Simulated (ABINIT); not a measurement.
Runs of ABINIT 10.8.3 (patched build) on BN. Symmetry: P6_3/mmc, No. 194, hexagonal system. The conventional cell has a = 2.498 Å, b = 2.498 Å, c = 6.636 Å, α = 90.00°, β = 90.00°, γ = 120.00°. Around N (site symmetry -6m2) lie 3 B at 1.44 Å. B (site symmetry -6m2) has 3 N at 1.44 Å as nearest neighbours. 

```csv
task,level,potentials or basis,k mesh,cutoff (eV),fine-grid cutoff,mesh quality,gap on the mesh (eV),pressure (GPa)
single point,PBE,JTH PAW PBE v2.0,7 × 7 × 2,707,1306.15 eV,coarse,4.48,5.3
single point,LDA,JTH PAW LDA v2.0,10 × 10 × 3,680,1278.94 eV,not flagged,(a),-
single point,PBEsol,JTH PAW PBE v2.0,10 × 10 × 3,707,1306.15 eV,not flagged,4.13,2.6
band structure,LDA,PseudoDojo NC SR LDA v0.4 stringent,12 × 12 × 4,1143,-,not flagged,4.13,(b)
single point,PBEsol,JTH PAW PBE v2.0,5 × 5 × 2,707,1306.15 eV,coarse,4.59,2.6
single point,LDA,JTH PAW LDA v2.0,7 × 7 × 2,680,1278.94 eV,coarse,4.30,-
band structure,RPBE,JTH PAW PBE v2.0,12 × 12 × 4,707,1306.15 eV,not flagged,4.39,9.3
single point,LDA,JTH PAW LDA v2.0,5 × 5 × 2,680,1278.94 eV,coarse,4.51,-
```

Alike in all rows: no spin polarisation; cell as given; smearing fermi-dirac 0.05 eV.

Task: Estimate the missing entries.

Result: (a) 4.04; (b) -2.9.

Caveats: some runs use coarse meshes; an odd mesh through Γ misses points on the zone boundary, where band edges often lie (some runs); this functional lacks dispersion, which binds the layers, so the pressure and a relaxed spacing across them are unreliable (some runs); the PAW data sets were made with another functional, which shifts forces and pressure a little (some runs).

Not every run made on this cell is shown here.
